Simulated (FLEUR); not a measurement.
# SnSe under changes of volume

One of the cells (27.271 Å³/atom); the others are scaled copies at fixed shape and fractional positions:

```
Sn Se
1.0
     0.00000    3.01000    3.01000
     3.01000    0.00000    3.01000
     3.01000    3.01000    0.00000
Sn Se
1 1
Direct
  0.00000 0.00000 0.00000
  0.50000 0.50000 0.50000
```

Measurements of this composition are mostly on another form, of space group No. 62.

- Program: FLEUR MaX-R8.1 (later development tree)
- Functional: r2SCAN
- Potentials or basis: all-electron
- Basis: FLAPW
- Kmax: 4.1 1/bohr
- k mesh: 8 × 8 × 8
- Occupations: fermi-dirac, width 0.05 eV
- Spin: no spin polarisation

```csv
volume (Å³/atom),energy over the lowest point (meV/atom),gap on the mesh (eV)
25.635,17.29,0.72
26.180,?,?
27.271,0.00,0.45
28.362,7.20,0.28
28.907,15.37,0.20
```

**Question.** What does the run at 26.180 Å³/atom give?

**Answer.** Energy over the lowest point 7.27 meV/atom; gap on the mesh 0.65 eV.

Worked out: A Birch-Murnaghan fit of order 2 (a polynomial in V^(-2/3)) to the other rows has its minimum at 27.24 Å³/atom with B0 = V·E''(V) = 53 GPa. It gives 7.27 meV/atom at 26.180 Å³/atom, against the run's 7.27. A straight line through the other rows of the gap, of slope -4.34 eV per unit of ln V, gives 0.63 eV, against the run's 0.65.

Energies are extrapolated to zero smearing.

Caveats: the meta-GGA is that of a development version, with a GGA for the radial functions and cores and without core tails; spin-orbit coupling is left out, which moves the levels of the heavy elements.

A mesh can miss the band edges.
